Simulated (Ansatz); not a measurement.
Os:

```xyz
2
Lattice="2.7341 0.0000 0.0000 -1.3671 2.3678 0.0000 0.0000 0.0000 4.3197" Properties=species:S:1:pos:R:3 pbc="T T T"
Os    1.3671    0.7893    3.2398
Os    0.0000    1.5785    1.0799
```

```yaml
Program: Ansatz 0.2.0
Task: relaxation of cell and atoms
Functional: LDA
Potentials_or_basis: Ansatz PAW
Cutoff: "420 eV (not typed: the program's choice for these potentials)"
k_mesh: 11 × 11 × 6
Occupations: fermi-dirac, width 0.05 eV
Spin: no spin polarisation
```

At the start: volume 13.98 Å³/atom.

How do energy, volume and symmetry change on relaxing?

It ends after 4 steps and the volume is 13.70 Å³/atom (-2.0 %); space group P6_3/mmc (No. 194, to 0.05 Å).

Step by step:
```csv
step,energy change (eV),largest force (eV/Å),volume (Å³)
1,0.0000,0.0000,27.96
2,-0.0155,0.0000,27.45
3,-0.0156,0.0000,27.40
4,-0.0154,0.0000,27.40
```

Final structure:
```
CELL_PARAMETERS angstrom
2.71543 0.00000 0.00000
-1.35772 2.35163 0.00000
0.00000 0.00000 4.29117
ATOMIC_POSITIONS crystal
Os 0.66667 0.33333 0.75000
Os 0.33333 0.66667 0.25000
```

Caveat: the plane-wave basis is chosen anew once the cell has moved, so the energies of steps on either side of that aren't comparable; the PAW data sets come from PBE, with cores solved anew for the run's functional, which leaves a small shift of forces and pressure.
